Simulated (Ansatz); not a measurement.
# TaN: energy along a strain

TaN, Fm-3m, a = 4.358 Å (as given, not relaxed at this level: 14.6 GPa). This isn't the usual stable structure of the compound. Ansatz: PBE, PAW, 420 eV, Γ-centred 18×18×18 mesh on 2 atoms, Gaussian smearing 0.15 eV; no spin polarisation. Cell vectors (Å): 0.000 2.179 2.179; 2.179 0.000 2.179; 2.179 2.179 0.000. The cell is strained by x per cent times the pattern (1 0 0 0 0 0) in the order xx yy zz yz xz xy (engineering shears), with fractional coordinates held. y is the free energy over the start, V0 = 10.346 Å³/atom.

| x (%) | y (meV/atom) |
| --- | --- |
| -4.00 | 89.47 |
| -3.00 | 56.13 |
| -2.00 | 30.71 |
| -1.00 | 12.27 |
| 0.00 | 0.00 |
| 1.00 | -6.75 |
| 2.00 | ? |
| 3.00 | -6.20 |
| 3.50 | -3.69 |
| 4.00 | -0.43 |

Problem. Fit y = c1 x + c2 x² + c3 x³ to the other rows, get the stiffness along the pattern, and predict the missing energy.

Solution. Least squares on the rows shown. y = −9.3271 x + 2.7803 x² − 0.11915 x³. The clamped-ion stiffness p·C·p = 2 × 27.80 eV × 160.2 / 10.346 Å³ = 861 GPa, which is C11 in these axes (second derivative at the start, which stands under stress). At x = 2.00 the fit asked for gives -8.49 meV/atom. The run gave -8.59 meV/atom, so the fit is 0.10 meV/atom too high, within twice the rms miss on the fitted rows (0.05 meV/atom).

Spin–orbit coupling is left out, which can shift energies with elements as heavy as these.